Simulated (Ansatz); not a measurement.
**Response of Ru to small distortions**

```
Ru
1.0
     2.70580    0.00000    0.00000
    -1.35290    2.34329    0.00000
     0.00000    0.00000    4.28190
Ru
2
Cartesian
  0.0000 1.5622 1.0705
  1.3529 0.7811 3.2114
```

Atoms are numbered in the order listed.

The cell is COD entry 9017842, as deposited and not checked against the literature; nothing was relaxed.

These are results of DFT, PBE, all-electron LAPW, scalar-relativistic in Ansatz 0.2.0, not measurements.

Settings: a Γ-centred 14×14×8 k mesh, Fermi–Dirac smearing of 0.03 eV, basis error target 0.5 meV/atom, no spin polarisation.

The unchanged cell is at 4.49 GPa.

In a metal, stresses and small energies carry noise from the k mesh.

x, y and z are the Cartesian axes of the cell as listed; fractional coordinates follow a strain, and an engineering shear is twice the off-diagonal strain component.

With equal xy, yz and zx engineering shear strains of -3 %: energy change +24 meV/atom; stress change (xx, yy, zz, yz, xz, xy) 0.66, 0.85, 1.06, 5.99, 5.95, 6.20 GPa, compression positive; change of the force on Ru1 (0.143, -0.008, 0.040) eV/Å.

With equal xy, yz and zx engineering shear strains of -1 %: energy change +3 meV/atom; stress change (xx, yy, zz, yz, xz, xy) 0.09, 0.08, 0.12, 1.99, 1.99, 2.02 GPa, compression positive; change of the force on Ru1 (0.048, -0.002, 0.005) eV/Å.

With equal xy, yz and zx engineering shear strains of +2 %: energy change +10 meV/atom; stress change (xx, yy, zz, yz, xz, xy) 0.35, 0.31, 0.46, -3.84, -3.82, -3.93 GPa, compression positive; change of the force on Ru1 (-0.065, -0.003, 0.018) eV/Å.

With equal xy, yz and zx engineering shear strains of -2 %: energy change +10 meV/atom; stress change (xx, yy, zz, yz, xz, xy) 0.33, 0.35, 0.47, 4.00, 3.99, 4.09 GPa, compression positive; change of the force on Ru2 (-0.096, 0.005, -0.018) eV/Å.

With this change (equal xy, yz and zx engineering shear strains of +1 %), what becomes of the energy and stress and forces?

Energy change +3 meV/atom; stress change (xx, yy, zz, yz, xz, xy) 0.09, 0.07, 0.12, -1.95, -1.95, -1.98 GPa, compression positive; change of the force on Ru1 (-0.041, -0.001, 0.005) eV/Å.

With equal xy, yz and zx engineering shear strains of +3 %: energy change +22 meV/atom; stress change (xx, yy, zz, yz, xz, xy) 0.74, 0.75, 1.01, -5.68, -5.64, -5.89 GPa, compression positive; change of the force on Ru1 (-0.072, -0.005, 0.038) eV/Å.
